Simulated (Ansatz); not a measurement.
## (CdS)3(ZnSe)1 [0001] superlattice, started as wurtzite: from the cell to its phonons

How does (CdS)3(ZnSe)1 [0001] superlattice, started as wurtzite vibrate, and is this structure a minimum?

Main program and level: Ansatz 0.2.0; DFT PBEsol, scalar-relativistic, plane waves, PAW.

The structure was built from a prototype and need not be the compound's stable phase.

## 1. Set-up

The structure is trigonal, space group P3m1 (No. 156). The conventional cell has a = 4.105 Å, b = 4.105 Å, c = 13.355 Å, α = 90.00°, β = 90.00°, γ = 120.00°. Cd has 1 S at 2.50 Å and 3 Se at 2.51 Å nearest. Nearest to Cd lie 4 S at 2.50 to 2.51 Å. Cd has 4 S at 2.50 to 2.51 Å nearest. Nearest to S lie 4 Cd at 2.50 to 2.51 Å. Nearest to S lie 1 Cd at 2.50 Å and 3 Zn at 2.51 Å. Farther neighbours and most contacts between anions are not listed.

## 2. Coarse relaxation

A rough relaxation comes first, because large forces or stress need no tight tolerances yet.

Contents of input.yaml:

```yaml
crystal:
  lattice:
    - [4.105, 0.0, 0.0]
    - [-2.0525, 3.55503, 0.0]
    - [0.0, 0.0, 13.355]
  atoms:
    - { symbol: Cd, position: [0.333333, 0.666667, 0.0] }
    - { symbol: Cd, position: [0.666667, 0.333333, 0.25] }
    - { symbol: Cd, position: [0.333333, 0.666667, 0.5] }
    - { symbol: S, position: [0.333333, 0.666667, 0.1875] }
    - { symbol: S, position: [0.666667, 0.333333, 0.4375] }
    - { symbol: S, position: [0.333333, 0.666667, 0.6875] }
    - { symbol: Se, position: [0.666667, 0.333333, 0.9375] }
    - { symbol: Zn, position: [0.666667, 0.333333, 0.75] }
kpoints:
  mp_grid: { grid: [6, 6, 2] }
hamiltonian:
  xc: pbesol
scf:
  occupations: { method: gaussian, width: 0.1 }
output:
  forces: true
  stress: true
  eigenvalues: true
relax:
  adjacent_minimum: "off"
  f_tol: 0.05
  max_steps: 80
  cell: { stress_tol: 0.5 }
```

The run is started by

```console
ansatz run input.yaml --threads 4 --pin off --max-ram 14336MiB --backend cpu --events-out ev --progress --plain --runs-dir out
```

Numbers of over 12 decimals in the logs are rounded to 6 here.

What it wrote:

```text
[...]
atoms:
    - { symbol: Cd, position: [0.333333, 0.666667, 0.00144101] }
    - { symbol: Cd, position: [0.666667, 0.333333, 0.253533] }
    - { symbol: Cd, position: [0.333333, 0.666667, 0.506684] }
    - { symbol: S, position: [0.333333, 0.666667, 0.188517] }
    - { symbol: S, position: [0.666667, 0.333333, 0.441240] }
    - { symbol: S, position: [0.333333, 0.666667, 0.695041] }
    - { symbol: Se, position: [0.666667, 0.333333, 0.922597] }
    - { symbol: Zn, position: [0.666667, 0.333333, 0.740947] }
[key lines of the parts left out:]
SCF converged after 5 iterations
Free energy (F): -35916.946594 eV
Fermi energy:    7.546589 eV
P = ⅓ Tr σ = -0.0872 GPa (-0.872 kbar)
```

Elapsed: 14 s, on 4 threads of Arm Neoverse V2, shared host; peak memory 0.66 GiB.

The steps of the relaxation:

| step | energy less that of the first step (eV) | largest force component (eV/Å) | pressure (GPa) | volume (Å³) |
| --- | --- | --- | --- | --- |
| 1 | 0.0000 | 1.1916 | 0.10 | 194.89 |
| 2 | -0.1849 | 0.1039 | -0.67 | 195.20 |
| 3 | -0.1967 | 0.0301 | -0.09 | 193.11 |
| 4* | -0.1964 | 0.0301 | -0.09 | 193.11 |

Relaxation steps marked * repeat the geometry before them on a plane-wave basis chosen anew for their cell, so energy and pressure can jump there.

Forces are held to the 6 operations that the run works with; a distortion that breaks them can't arise in this run.

| conventional cell, symmetrised | before | after | change |
| --- | --- | --- | --- |
| a (Å) | 4.105 | 4.077 | -0.7 % |
| b (Å) | 4.105 | 4.077 | -0.7 % |
| c (Å) | 13.355 | 13.417 | +0.5 % |
| volume (Å³/atom) | 24.36 | 24.14 | -0.9 % |

The atoms that moved most (Å, as changes of fractional coordinates times the final cell):

| atom | dx | dy | dz | length |
| --- | --- | --- | --- | --- |
| Se7 | 0.000 | 0.000 | -0.200 | 0.200 |
| Zn8 | 0.000 | 0.000 | -0.121 | 0.121 |
| S6 | 0.000 | 0.000 | 0.101 | 0.101 |
| Cd3 | 0.000 | 0.000 | 0.090 | 0.090 |
| S5 | 0.000 | 0.000 | 0.050 | 0.050 |
| Cd2 | 0.000 | 0.000 | 0.047 | 0.047 |
| Cd1 | 0.000 | 0.000 | 0.019 | 0.019 |
| S4 | 0.000 | 0.000 | 0.014 | 0.014 |

Numbers from this step:

| Quantity | Value |
| --- | --- |
| pressure | -0.08724 GPa |
| volume per atom | 24.14 Å³ |
| gap on the k-mesh | 0.6862 eV |
| direct gap on mesh | 0.6862 eV |

In this step the volume went from 24.36 to 24.14 Å³/atom.

## 3. Bringing the structure to rest

Harmonic phonons are second derivatives at a point where the forces vanish, and they are wanted at zero stress, so atoms and cell are relaxed first.

Contents of input.yaml:

```yaml
crystal:
  lattice:
    - [4.0766967342, 0.0, 0.0]
    - [-2.0383483671, 3.5305229354, 0.0]
    - [0.0, 0.0, 13.4172833914]
  atoms:
    - { symbol: Cd, position: [0.3333333333, 0.6666666667, 0.0014410095] }
    - { symbol: Cd, position: [0.6666666667, 0.3333333333, 0.2535328254] }
    - { symbol: Cd, position: [0.3333333333, 0.6666666667, 0.5066838084] }
    - { symbol: S, position: [0.3333333333, 0.6666666667, 0.1885166167] }
    - { symbol: S, position: [0.6666666667, 0.3333333333, 0.4412399891] }
    - { symbol: S, position: [0.3333333333, 0.6666666667, 0.6950409219] }
    - { symbol: Se, position: [0.6666666667, 0.3333333333, 0.9225974177] }
    - { symbol: Zn, position: [0.6666666667, 0.3333333333, 0.7409474113] }
kpoints:
  mp_grid: { grid: [6, 6, 2] }
hamiltonian:
  xc: pbesol
scf:
  occupations: { method: gaussian, width: 0.02 }
output:
  forces: true
  stress: true
  eigenvalues: true
  write_density: true
  write_potential: true
  elf: true
  volumetric_format: npy
relax:
  adjacent_minimum: "off"
  f_tol: 0.005
  max_steps: 80
  cell: { stress_tol: 0.05 }
```

What it wrote:

```text
[...]
Crystal: 8 atoms, lattice volume = 193.113 Å³
Basis set: ecut = 420 eV, 3789 PW (Γ), exchange–correlation on 60×60×180 points (8 copies of the dense FFT grid, shifted against one another)
Bands: 64, of which v1, the nominal top of the filled ones, is band 53 counted from 1 (52 counted from 0)
Symmetry: 6 space group operations
[...]
k-points: 14 of 72 (time reversal used)
[...]
SCF iter   1: F=—  HF=-35916.963234 eV  |F-HF|=—  |Δ(HF+E_count)|=         —  Δρ=4.87e-3  dr2=5.96e-2  ethr=1.77e-3  ⟨swp⟩=6.6  Hψ=3320  notcnv=0  defer=1
[...]
SCF iter   8: F=-35916.946594 eV  HF=-35916.946594 eV  |F-HF|=1.47e-7  |Δ(HF+E_count)|=   1.00e-6  Δρ=5.94e-6  dr2=8.65e-8  ethr=9.43e-11  ⟨swp⟩=13.8  Hψ=7176  notcnv=0
SCF 1 converged in 8 iterations: F = -35916.946594 eV  dr2 = 8.65e-8
  Residual-converged pass: ⟨swp⟩=1.0  Hψ=952  notcnv=0  max |occ|·‖R‖ = 7.0e-9 eV (tolerance 1.0e-8 eV)  dr2=8.65e-8  dr2_onsite=2.60e-8  max |Δocc| = 5.4e-138
[...]
relax step   1: F+E_penalty+E_count = -35916.94659376 eV  Δ(F+E_penalty+E_count) = +0.000e0 eV  max|allowed force component| = 3.008e-2 eV/Å  Δτ_max = 0.0000 Å  P = -0.087 GPa  Ω = 193.113 Å³  (8 SCF iters, dr2 threshold 1.00e-7 eV, accepted)
Crystal: 8 atoms, lattice volume = 192.826 Å³
[...]
SCF iter   6: F=-35916.947330 eV  HF=-35916.947330 eV  |F-HF|=9.11e-9  |Δ(HF+E_count)|=   2.21e-8  Δρ=2.56e-6  dr2=1.41e-8  ethr=5.34e-11  ⟨swp⟩=7.2  Hψ=4905  notcnv=0
SCF 2 converged in 6 iterations: F = -35916.947330 eV  dr2 = 1.41e-8
relax step   2: F+E_penalty+E_count = -35916.94733025 eV  Δ(F+E_penalty+E_count) = -7.365e-4 eV  max|allowed force component| = 1.250e-2 eV/Å  Δτ_max = 0.0062 Å  P = -0.000 GPa  Ω = 192.826 Å³  energy of the carried Pulay correction = +5.337e-5 eV  (6 SCF iters, dr2 threshold 5.66e-8 eV, accepted)
Crystal: 8 atoms, lattice volume = 192.804 Å³
[...]
SCF iter   7: F=-35916.947402 eV  HF=-35916.947402 eV  |F-HF|=1.60e-10  |Δ(HF+E_count)|=   3.57e-9  Δρ=7.27e-7  dr2=1.23e-9  ethr=9.21e-12  ⟨swp⟩=7.1  Hψ=4628  notcnv=0
SCF 3 converged in 7 iterations: F = -35916.947402 eV  dr2 = 1.23e-9
relax step   3: F+E_penalty+E_count = -35916.94740226 eV  Δ(F+E_penalty+E_count) = -7.201e-5 eV  max|allowed force component| = 3.118e-3 eV/Å  Δτ_max = 0.0029 Å  P = -0.006 GPa  Ω = 192.804 Å³  energy of the carried Pulay correction = +5.737e-5 eV  (7 SCF iters, dr2 threshold 9.76e-9 eV, accepted)
[...]
SCF iter   1: F=—  HF=-35916.947290 eV  |F-HF|=—  |Δ(HF+E_count)|=         —  Δρ=5.30e-6  dr2=1.02e-8  ethr=1.38e-7  ⟨swp⟩=3.0  Hψ=5805  notcnv=0
eigensolver tolerance schedule: the retry pair's looser diagonalisation over-reported the residual by 14293.42 of it (diagonalisation noise at 1.74 of the residual, at the tolerance the schedule requests for it); recorded, not acted on — ethr = c·dr2/N_el stays at c = 1.0e-1
[...]
SCF iter   2: F=—  HF=-35916.947340 eV  |F-HF|=—  |Δ(HF+E_count)|=   5.02e-5  Δρ=3.29e-6  dr2=6.56e-9  ethr=9.63e-12  ⟨swp⟩=3.0  Hψ=2153  notcnv=0
[...]
SCF iter   5: F=-35916.947340 eV  HF=-35916.947340 eV  |F-HF|=3.64e-11  |Δ(HF+E_count)|=  7.28e-12  Δρ=1.04e-7  dr2=3.41e-11  ethr=1.00e-12  ⟨swp⟩=5.9  Hψ=3838  notcnv=0
SCF 4 converged in 5 iterations: F = -35916.947340 eV  dr2 = 3.41e-11
relax step   4: F+E_penalty+E_count = -35916.94734047 eV  Δ(F+E_penalty+E_count) = +6.179e-5 eV  max|allowed force component| = 3.120e-3 eV/Å  Δτ_max = 0.0000 Å  P = -0.006 GPa  Ω = 192.804 Å³  stress off target by 1.92e-2 GPa  SCF on the basis re-selected at this cell (its energy is not comparable with the rows above)  (5 SCF iters)
[...]
SCF converged after 5 iterations
Free energy (F): -35916.947340 eV
[...]
Internal energy: -35916.947340 eV  (E = F + TS)
E sigma→0 (E₀):  -35916.947340 eV
Fermi energy:    7.571590 eV
[...]
--- Forces (eV/Å), atoms counted from 1 ---
  atom   1  Cd    -0.00000000    -0.00000000     0.00184913
  atom   2  Cd     0.00000000     0.00000000     0.00180374
  atom   3  Cd    -0.00000000     0.00000000     0.00150464
  atom   4  S     -0.00000000     0.00000000    -0.00176726
  atom   5  S      0.00000000    -0.00000000    -0.00311972
  atom   6  S     -0.00000000     0.00000000    -0.00089904
  atom   7  Se     0.00000000     0.00000000    -0.00173893
  atom   8  Zn     0.00000000     0.00000000     0.00236683
  max |Σ_I F_I| component: 6.07e-7 eV/Å
--- Stress (GPa, compression-positive) ---
        0.001216       0.000000       0.000000
        0.000000       0.001216      -0.000000
        0.000000      -0.000000      -0.019194
  P = ⅓ Tr σ = -0.0056 GPa (-0.056 kbar)
--- Band table (eV; the first three rows and the last of 14) ---
  k-point 0: bands = [... 49 lower, 6.5936, 6.7404, 7.2377, 7.2377, 7.9051, 9.2503, 9.6548, 10.0931, ... 7 higher]
  k-point 1: bands = [... 49 lower, 6.6375, 6.6375, 7.2257, 7.2257, 8.7252, 8.9010, 9.5228, 10.0241, ... 7 higher]
  k-point 2: bands = [... 49 lower, 6.0157, 6.3440, 6.6171, 6.9985, 9.1041, 10.1098, 10.4509, 10.8080, ... 7 higher]
  k-point 13: bands = [... 49 lower, 5.1129, 5.1466, 5.2814, 5.4423, 11.3898, 11.4166, 11.4598, 11.6039, ... 7 higher]
--- Relaxed structure (3 steps of the walk, 3 accepted, 1 SCFs on fresh bases) ---
[...]
cell:  # Å, volume = 192.8044 Å³
    - [4.068074, 0, 0]
    - [-2.034037, 3.523056, 0]
    - [0, 2.5938040502471906e-19, 13.452671]
  atoms:
    - { symbol: Cd, position: [0.333333, 0.666667, 0.00197815] }
    - { symbol: Cd, position: [0.666667, 0.333333, 0.253840] }
    - { symbol: Cd, position: [0.333333, 0.666667, 0.506883] }
    - { symbol: S, position: [0.333333, 0.666667, 0.188145] }
    - { symbol: S, position: [0.666667, 0.333333, 0.440792] }
    - { symbol: S, position: [0.333333, 0.666667, 0.694579] }
    - { symbol: Se, position: [0.666667, 0.333333, 0.922596] }
    - { symbol: Zn, position: [0.666667, 0.333333, 0.741187] }
```

It took 15 s on 4 threads; peak memory 0.67 GiB.

Step by step:

| step | energy less that of the first step (eV) | largest force component (eV/Å) | pressure (GPa) | volume (Å³) |
| --- | --- | --- | --- | --- |
| 1 | 0.0000 | 0.0301 | -0.09 | 193.11 |
| 2 | -0.0007 | 0.0125 | 0.00 | 192.83 |
| 3 | -0.0008 | 0.0031 | -0.01 | 192.80 |
| 4* | -0.0007 | 0.0031 | -0.01 | 192.80 |

Relaxation steps marked * repeat the geometry before them on a plane-wave basis chosen anew for their cell, so energy and pressure can jump there.

Forces are held to the 6 operations that the run works with; a distortion that breaks them can't arise in this run.

| conventional cell, symmetrised | before | after | change |
| --- | --- | --- | --- |
| a (Å) | 4.077 | 4.068 | -0.2 % |
| b (Å) | 4.077 | 4.068 | -0.2 % |
| c (Å) | 13.417 | 13.453 | +0.3 % |
| volume (Å³/atom) | 24.14 | 24.10 | -0.2 % |

This step gave:

| Quantity | Value |
| --- | --- |
| pressure | -0.005588 GPa |
| gap on the k-mesh | 0.6674 eV |
| volume per atom | 24.10 Å³ |
| direct gap on mesh | 0.6674 eV |

ELF in the ac plane at fractional y = 0.333, with atoms of Cd and S and Se and Zn within 0.2 Å of it. It is the smooth field of the valence electrons, not physical close to the nuclei.

Values, 24 rows by 14 columns, each cell a mean:
```
0.27 0.17 0.16 0.16 0.23 0.45 0.71 0.77 0.71 0.65 0.69 0.75 0.73 0.57
0.46 0.22 0.13 0.16 0.38 0.65 0.79 0.74 0.39 0.18 0.31 0.63 0.79 0.73
0.42 0.17 0.07 0.10 0.35 0.61 0.75 0.76 0.63 0.52 0.59 0.73 0.76 0.69
0.18 0.06 0.02 0.04 0.14 0.33 0.55 0.65 0.71 0.72 0.71 0.68 0.58 0.43
0.09 0.07 0.07 0.07 0.09 0.13 0.20 0.23 0.22 0.21 0.22 0.23 0.21 0.16
0.25 0.33 0.39 0.36 0.27 0.19 0.17 0.13 0.03 0.01 0.02 0.09 0.17 0.17
0.48 0.62 0.66 0.65 0.52 0.31 0.17 0.12 0.02 0.01 0.02 0.08 0.17 0.23
0.54 0.63 0.66 0.65 0.57 0.41 0.20 0.16 0.16 0.15 0.16 0.16 0.18 0.31
0.36 0.44 0.48 0.46 0.38 0.27 0.15 0.11 0.10 0.11 0.10 0.10 0.14 0.22
0.13 0.17 0.19 0.18 0.14 0.09 0.05 0.04 0.03 0.03 0.03 0.04 0.05 0.07
0.13 0.15 0.17 0.16 0.13 0.11 0.14 0.21 0.28 0.31 0.29 0.24 0.16 0.12
0.17 0.17 0.19 0.18 0.16 0.23 0.50 0.68 0.75 0.75 0.75 0.72 0.56 0.32
0.28 0.16 0.15 0.15 0.23 0.49 0.80 0.84 0.63 0.41 0.55 0.79 0.83 0.65
0.40 0.17 0.10 0.12 0.33 0.63 0.83 0.80 0.39 0.14 0.28 0.69 0.84 0.74
0.29 0.11 0.04 0.06 0.23 0.48 0.71 0.80 0.82 0.80 0.81 0.82 0.74 0.59
0.10 0.04 0.02 0.03 0.08 0.17 0.29 0.36 0.39 0.40 0.40 0.37 0.31 0.22
0.11 0.08 0.08 0.08 0.10 0.13 0.19 0.27 0.38 0.42 0.39 0.32 0.21 0.15
0.18 0.27 0.35 0.31 0.20 0.16 0.29 0.46 0.69 0.84 0.74 0.55 0.33 0.19
0.37 0.56 0.65 0.62 0.42 0.22 0.21 0.37 0.55 0.64 0.58 0.45 0.25 0.18
0.52 0.65 0.69 0.68 0.56 0.36 0.17 0.18 0.25 0.29 0.26 0.20 0.17 0.26
0.39 0.50 0.54 0.52 0.43 0.29 0.14 0.10 0.10 0.11 0.10 0.09 0.12 0.22
0.15 0.19 0.22 0.21 0.16 0.11 0.05 0.03 0.03 0.02 0.02 0.03 0.05 0.08
0.13 0.15 0.16 0.16 0.13 0.11 0.11 0.13 0.15 0.16 0.16 0.14 0.11 0.10
0.17 0.18 0.19 0.18 0.17 0.21 0.37 0.51 0.58 0.59 0.58 0.55 0.42 0.26
```
Columns run along a (4.1 Å), rows up along c (13.5 Å). Atoms in or near the plane, at fractional coordinates: Cd at (0.67, 0.25), S at (0.67, 0.44), Se at (0.67, 0.92), Zn at (0.67, 0.74).

Valence density in the ac plane at fractional y = 0.333, with atoms of Cd and S and Se and Zn within 0.2 Å of it. It is the smooth field of the valence electrons, not physical close to the nuclei.

Ten steps, logarithmic in the rise over the least value, from '0' (0 e/Å³) to '9' (31 e/Å³), each cell a mean:
```
10000112454321
00000124899621
00000123676421
00000011222110
00000001222100
00000013787411
11111113798521
01110001222110
00000000000000
00000000000000
00000000000000
00110011122110
10000122323321
00000123212321
00000012232211
00000001121100
00000013555410
00000135898731
11111124777521
01111001222110
00000000000000
00000000000000
00000000000000
00110000111100
```
Columns run along a (4.1 Å), rows up along c (13.5 Å). Atoms in or near the plane, at fractional coordinates: Cd at (0.67, 0.25), S at (0.67, 0.44), Se at (0.67, 0.92), Zn at (0.67, 0.74).

Electrostatic potential energy in the ac plane at fractional y = 0.333, with atoms of Cd and S and Se and Zn within 0.2 Å of it. With pseudopotentials it is smooth inside the atoms' cores, unlike the true potential.

Values in eV, 24 rows by 14 columns, each cell a mean:
```
  8   7   7   7   8   8   3  -5 -10  -9 -10  -8   1   7
  9  10  10  10  10   7  -6 -11  -2   1  -1  -8  -9   4
 11  11  12  12  11   9   0 -10  -8  -5  -7 -10  -3   6
 11  12  12  12  12  11   9   5   0  -3  -1   3   8  10
 11  12  12  12  11  10   8   3  -5  -8  -6   0   7   9
 10  11  11  11  10   8  -1 -17 -27 -28 -28 -23  -5   6
  9   9   9   9   9   8  -2 -18 -28 -29 -28 -24  -6   6
  9   9   8   9   9   9   7   2  -7 -10  -8  -2   6   9
 11  11  10  10  11  11  11  10   9   9   9   9  10  11
 11  11  10  10  11  11  11  11  11  11  11  11  11  11
  9   8   8   8   9  10  11  11  11  11  11  11  11  10
  8   6   5   6   7   9   9   7   3   0   2   5   8   9
  8   8   7   7   8   8   2 -13 -26 -27 -26 -20  -1   7
 10  10  10  10  10   8  -1 -21 -27 -22 -25 -27  -6   6
 11  11  11  11  11  10   7  -1 -13 -17 -15  -6   5   9
 11  12  12  12  11  11   9   7   4   2   3   6   9  10
 10  11  11  11  10   8   3  -5 -12 -14 -13  -9   1   7
  9  10  11  11   9   6  -7 -16 -23 -27 -24 -19 -10   2
  9   9   9   9   9   7  -3 -12 -19 -21 -19 -15  -5   4
  9   9   8   9   9   9   7   4  -2  -4  -2   1   7   9
 11  10  10  10  11  11  11  10  10   9  10  10  11  11
 11  11  11  11  11  11  11  12  11  11  11  12  11  11
 10   9   8   8   9  10  11  11  11  11  11  11  11  10
  8   6   5   6   8   9   9   9   7   6   7   8   9   9
```
Columns run along a (4.1 Å; values clipped at the 3rd and 97th percentile), rows up along c (13.5 Å). Atoms in or near the plane, at fractional coordinates: Cd at (0.67, 0.25), S at (0.67, 0.44), Se at (0.67, 0.92), Zn at (0.67, 0.74).

In this step the volume went from 24.14 to 24.10 Å³/atom.

## 4. Tight relaxation

Phonons need a cell at rest on their own settings, so the relaxation is repeated with tight tolerances on forces and stress, using the mesh and the filling of the phonon run that follows.

Contents of input.yaml:

```yaml
crystal:
  lattice:
    - [4.0680741964, 0.0, 0.0]
    - [-2.0340370982, 3.5230555986, 0.0]
    - [0.0, 0.0, 13.4526708859]
  atoms:
    - { symbol: Cd, position: [0.3333333333, 0.6666666667, 0.00197815] }
    - { symbol: Cd, position: [0.6666666667, 0.3333333333, 0.2538400963] }
    - { symbol: Cd, position: [0.3333333333, 0.6666666667, 0.5068828425] }
    - { symbol: S, position: [0.3333333333, 0.6666666667, 0.1881450655] }
    - { symbol: S, position: [0.6666666667, 0.3333333333, 0.4407921501] }
    - { symbol: S, position: [0.3333333333, 0.6666666667, 0.6945788006] }
    - { symbol: Se, position: [0.6666666667, 0.3333333333, 0.9225959419] }
    - { symbol: Zn, position: [0.6666666667, 0.3333333333, 0.741186953] }
kpoints:
  mp_grid: { grid: [6, 6, 2] }
hamiltonian:
  xc: pbesol
scf:
  occupations: { method: fixed }
output:
  forces: true
  stress: true
  eigenvalues: true
relax:
  adjacent_minimum: "off"
  f_tol: 0.001
  max_steps: 60
  cell: { stress_tol: 0.01 }
```

What it wrote:

```text
[...]
Crystal: 8 atoms, lattice volume = 192.804 Å³
Basis set: ecut = 420 eV, 3789 PW (Γ), exchange–correlation on 60×60×180 points (8 copies of the dense FFT grid, shifted against one another)
Bands: 64, of which v1, the nominal top of the filled ones, is band 53 counted from 1 (52 counted from 0)
Symmetry: 6 space group operations
[...]
k-points: 14 of 72 (time reversal used)
[...]
atoms:
    - { symbol: Cd, position: [0.333333, 0.666667, 0.0019831] }
    - { symbol: Cd, position: [0.666667, 0.333333, 0.253833] }
    - { symbol: Cd, position: [0.333333, 0.666667, 0.506885] }
    - { symbol: S, position: [0.333333, 0.666667, 0.188139] }
    - { symbol: S, position: [0.666667, 0.333333, 0.440772] }
    - { symbol: S, position: [0.333333, 0.666667, 0.694585] }
    - { symbol: Se, position: [0.666667, 0.333333, 0.922599] }
    - { symbol: Zn, position: [0.666667, 0.333333, 0.741204] }
[key lines of the parts left out:]
SCF converged after 5 iterations
Free energy (F): -35916.947346 eV
Fermi energy:    7.238358 eV
P = ⅓ Tr σ = 0.0003 GPa (0.003 kbar)
```

Elapsed: 14 s, on 4 threads; peak memory 0.66 GiB.

Little changed from the start: no atom moved by 0.005 Å and no cell edge by 0.1 %.

This step gave:

```yaml
pressure: 3.45e-4 GPa
gap_on_the_k_mesh: 0.6684 eV
direct_gap_on_mesh: 0.6684 eV
```

The largest force component left is 0.28 meV/Å and the pressure is 0.000 GPa, within the tolerances set. The cell now holds 24.10 Å³/atom.

(Part 1 of 2 ends here.)

[Logs are printed without paths, hosts, clocks, repeated set-up lines and the standing remarks that a program may print on its own settings, such as how far it seeks lower states.]

[Hosts, paths, dates, database ids (printed as entryN), source tags and the programs' standing remarks are cut or masked in the printed files.]
